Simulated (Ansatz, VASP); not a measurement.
**Two plane-wave programs on CdTe**

```
CELL_PARAMETERS angstrom
0.00000 3.36525 3.36525
3.36525 0.00000 3.36525
3.36525 3.36525 0.00000
ATOMIC_POSITIONS crystal
Cd 0.00000 0.00000 0.00000
Te 0.75000 0.75000 0.75000
```

Change from the starting cell: strain +0.050 along x and y, +0.050 along z, atoms carried along.

Alike in both runs: task single point; functional r2SCAN; k mesh 8 × 8 × 8; occupations gaussian, width 0.05 eV; no spin polarisation.

|  | VASP | Ansatz |
| --- | --- | --- |
| version | VASP 6.6.1 | Ansatz 0.2.0 |
| potentials or method | VASP PAW PBE potentials, release 64 (Cd, Te) | scalar-relativistic, plane waves, PAW |
| plane-wave cutoff (eV) | 520 | 500 |
| valence electrons in the cell | 18 | 36 |

Ansatz gave:

- gap on the k mesh at the Fermi level (eV): 0.92
- least direct gap on the mesh (eV): 0.92
- pressure (GPa): -2.6

**Question.** Estimate VASP's values.

**Answer.** gap on the k mesh at the Fermi level (eV): 0.91; least direct gap on the mesh (eV): 0.91; pressure (GPa): -2.5.

With one functional, cell and mesh, what is left measures potentials, basis and numerics. The two sets of potentials don't hold the same shells in valence.

Caveats: the PAW data sets were made with another functional, which shifts forces and pressure a little (VASP); spin-orbit coupling is left out, which moves the levels of the heavy elements.
